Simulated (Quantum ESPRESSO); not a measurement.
# Ta (P-1) in Quantum ESPRESSO: reference runs

How does Ta come out in PBE? The cell is run as given.

All numbers are computed with Quantum ESPRESSO 7.5; they aren't measurements. Logs are shortened: lines on timing, memory, paths and dates and some standing lists are left out, and cuts for length are marked.

### Step 1. The crystal as given

The typed cell holds 2 atoms: a = 2.900 Å, b = 2.900 Å, c = 5.166 Å, α = 90.00°, β = 90.00°, γ = 120.00°.

This isn't the form of Ta at room conditions, which is bcc.

### Step 2. Single point, PBE

Input file pw.in:

```
&CONTROL
  calculation = 'scf'
  prefix = 'pwscf'
  outdir = './tmp'
  pseudo_dir = './pseudo'
  tprnfor = .true.
  tstress = .true.
  disk_io = 'nowf'
/
&SYSTEM
  ibrav = 0
  nat = 2
  ntyp = 1
  ecutwfc = 55
  ecutrho = 440
  nbnd = 20
  occupations = 'smearing'
  smearing = 'fd'
  degauss = 0.00367493
/
&ELECTRONS
  conv_thr = 4d-10
  electron_maxstep = 120
  mixing_beta = 0.5
/
ATOMIC_SPECIES
Ta   180.9479 Ta_pbe_v1.uspp.F.UPF
CELL_PARAMETERS angstrom
   2.9003720700    0.0000000000    0.0000000000
  -1.4501860400    2.5117959000    0.0000000000
   0.0000000000    0.0000000000    5.1662740000
ATOMIC_POSITIONS crystal
Ta     0.5850063500    0.2944316600    0.7321313500
Ta     0.4149936500    0.7055683400    0.2678686500
K_POINTS automatic
11 11 5 0 0 0
```

Potentials or basis: SSSP 1.3 efficiency PBE.

Started as:

```console
$ OMP_NUM_THREADS=1 pw.x -in pw.in > pw.out
```

pw.out:

```text
This program is part of the open-source Quantum ESPRESSO suite
     for quantum simulation of materials; please cite
[... 9 lines left out ...]
     --------------------
     sticks:   dense  smooth     PW     G-vecs:    dense   smooth      PW
     Sum         913     451    139                39629    13997    2371

     Using Slab Decomposition

     bravais-lattice index     =            0
     lattice parameter (alat)  =       5.4809  a.u.
     unit-cell volume          =     253.9874 (a.u.)^3
     number of atoms/cell      =            2
     number of atomic types    =            1
     number of electrons       =        26.00
     number of Kohn-Sham states=           20
     kinetic-energy cutoff     =      55.0000  Ry
     charge density cutoff     =     440.0000  Ry
     scf convergence threshold =      4.0E-10
     mixing beta               =       0.5000
     number of iterations used =            8  plain     mixing
     Exchange-correlation= SLA  PW   PBE  PBE
                           (   1   4   3   4   0   0   0)

     celldm(1)=   5.480909  celldm(2)=   0.000000  celldm(3)=   0.000000
     celldm(4)=   0.000000  celldm(5)=   0.000000  celldm(6)=   0.000000

     crystal axes: (cart. coord. in units of alat)
               a(1) = (   1.000000   0.000000   0.000000 )
               a(2) = (  -0.500000   0.866025   0.000000 )
               a(3) = (   0.000000   0.000000   1.781245 )

     reciprocal axes: (cart. coord. in units 2 pi/alat)
               b(1) = (  1.000000  0.577350 -0.000000 )
               b(2) = (  0.000000  1.154701  0.000000 )
               b(3) = (  0.000000 -0.000000  0.561405 )

     PseudoPot. # 1 for Ta read from file:
     Ta_pbe_v1.uspp.F.UPF
     Pseudo is Ultrasoft + core correction, Zval = 13.0
     Generated by new atomic code, or converted to UPF format
     Using radial grid of  921 points,  7 beta functions with:
                l(1) =   0
                l(2) =   0
                l(3) =   1
                l(4) =   1
                l(5) =   2
                l(6) =   2
                l(7) =   3
     Q(r) pseudized with  6 coefficients,  rinner =    1.300   1.300   1.300
                                                       1.300   1.300   1.300
                                                       1.300

     atomic species   valence    mass     pseudopotential
     Ta               13.00   180.94790     Ta( 1.00)

      2 Sym. Ops., with inversion, found

   Cartesian axes

     site n.     atom                  positions (alat units)
         1        Ta     tau(   1) = (   0.4377905   0.2549853   1.3041055  )
         2        Ta     tau(   2) = (   0.0622095   0.6110401   0.4771398  )

     number of k points=   303  Fermi-Dirac smearing, width (Ry)=  0.0037

     Number of k-points >= 100: set verbosity='high' to print them.

     Dense  grid:    39629 G-vectors     FFT dimensions: (  40,  40,  72)

     Smooth grid:    13997 G-vectors     FFT dimensions: (  25,  25,  48)

     Initial potential from superposition of free atoms

     starting charge      25.9978, renormalised to      26.0000

     negative rho (up, down):  1.876E-01 0.000E+00
     Starting wfcs are   26 randomized atomic wfcs

     Self-consistent Calculation

     iteration #  1     ecut=    55.00 Ry     beta= 0.50
     Davidson diagonalization with overlap
     ethr =  1.00E-02,  avg # of iterations =  2.0

     Threshold (ethr) on eigenvalues was too large:
     Diagonalizing with lowered threshold

     Davidson diagonalization with overlap
     ethr =  2.48E-04,  avg # of iterations =  2.3

     negative rho (up, down):  1.922E-01 0.000E+00

     total energy              =    -283.71006998 Ry
     estimated scf accuracy    <       0.07099375 Ry

     iteration #  2     ecut=    55.00 Ry     beta= 0.50
     Davidson diagonalization with overlap
     ethr =  2.73E-04,  avg # of iterations =  2.0

     negative rho (up, down):  1.942E-01 0.000E+00

     total energy              =    -283.71627502 Ry
     estimated scf accuracy    <       0.02372801 Ry

     iteration #  3     ecut=    55.00 Ry     beta= 0.50
     Davidson diagonalization with overlap
     ethr =  9.13E-05,  avg # of iterations =  2.1

     negative rho (up, down):  1.965E-01 0.000E+00

     total energy              =    -283.72143217 Ry
     estimated scf accuracy    <       0.00504298 Ry

     iteration #  4     ecut=    55.00 Ry     beta= 0.50
     Davidson diagonalization with overlap
     ethr =  1.94E-05,  avg # of iterations =  2.2

     negative rho (up, down):  1.978E-01 0.000E+00

     total energy              =    -283.72208645 Ry
     estimated scf accuracy    <       0.00014641 Ry

     iteration #  5     ecut=    55.00 Ry     beta= 0.50
     Davidson diagonalization with overlap
     ethr =  5.63E-07,  avg # of iterations =  2.5

     negative rho (up, down):  1.979E-01 0.000E+00

     total energy              =    -283.72209425 Ry
     estimated scf accuracy    <       0.00000702 Ry

     iteration #  6     ecut=    55.00 Ry     beta= 0.50
     Davidson diagonalization with overlap
     ethr =  2.70E-08,  avg # of iterations =  2.0

     negative rho (up, down):  1.979E-01 0.000E+00

     total energy              =    -283.72209587 Ry
     estimated scf accuracy    <       0.00000063 Ry

     iteration #  7     ecut=    55.00 Ry     beta= 0.50
     Davidson diagonalization with overlap
     ethr =  2.43E-09,  avg # of iterations =  2.0

     negative rho (up, down):  1.979E-01 0.000E+00

     total energy              =    -283.72209597 Ry
     estimated scf accuracy    <          5.1E-09 Ry

     iteration #  8     ecut=    55.00 Ry     beta= 0.50
     Davidson diagonalization with overlap
     ethr =  1.95E-11,  avg # of iterations =  2.4

     negative rho (up, down):  1.979E-01 0.000E+00

     total energy              =    -283.72209597 Ry
     estimated scf accuracy    <          6.7E-10 Ry

     iteration #  9     ecut=    55.00 Ry     beta= 0.50
     Davidson diagonalization with overlap
     ethr =  2.57E-12,  avg # of iterations =  2.0

     negative rho (up, down):  1.979E-01 0.000E+00

     End of self-consistent calculation

     Number of k-points >= 100: set verbosity='high' to print the bands.

     the Fermi energy is    18.0831 ev

!    total energy              =    -283.72209597 Ry
     estimated scf accuracy    <          2.2E-11 Ry
     smearing contrib. (-TS)   =      -0.00151313 Ry
     internal energy E=F+TS    =    -283.72058284 Ry

     The total energy is F=E-TS. E is the sum of the following terms:
     one-electron contribution =     -36.90568425 Ry
     hartree contribution      =      30.59183811 Ry
     xc contribution           =     -84.47747294 Ry
     ewald contribution        =    -192.92926376 Ry

     convergence has been achieved in   9 iterations

     negative rho (up, down):  1.979E-01 0.000E+00

     Forces acting on atoms (cartesian axes, Ry/au):

     atom    1 type  1   force =    -0.02078784   -0.01346579    0.06970092
     atom    2 type  1   force =     0.02078784    0.01346579   -0.06970092

     Total force =     0.104611     Total SCF correction =     0.000016

     Computing stress (Cartesian axis) and pressure

     negative rho (up, down):  1.979E-01 0.000E+00
          total   stress  (Ry/bohr**3)                   (kbar)     P=       14.87
  -0.00001922  -0.00042354  -0.00016408           -2.83      -62.30      -24.14
  -0.00042354   0.00044121  -0.00010171          -62.30       64.90      -14.96
  -0.00016408  -0.00010171  -0.00011865          -24.14      -14.96      -17.45

=------------------------------------------------------------------------------=
   JOB DONE.
=------------------------------------------------------------------------------=
```

It took 2.1 min on 1 thread of Intel Xeon Platinum 8259CL at 2.50GHz (Skylake/Cascade Lake), shared host; peak memory 0.45 GiB.

Results:

```
Free energy            : -3860.2358 eV
Pressure               : 1.5 GPa
Largest force          : 1.902 eV/Å
Band gap on the k mesh : none (metal or under the smearing width)
```

Forces on the atoms (eV/Å):
```
Ta  -0.534 -0.346  1.792
Ta   0.534  0.346 -1.792
```

Stress tensor (GPa, compression positive):
```
-0.28 -6.23 -2.41
-6.23  6.49 -1.50
-2.41 -1.50 -1.75
```

Caveat: forces of over 1 eV/Å show positions far from the minimum, so gaps and moduli don't describe the material at rest.
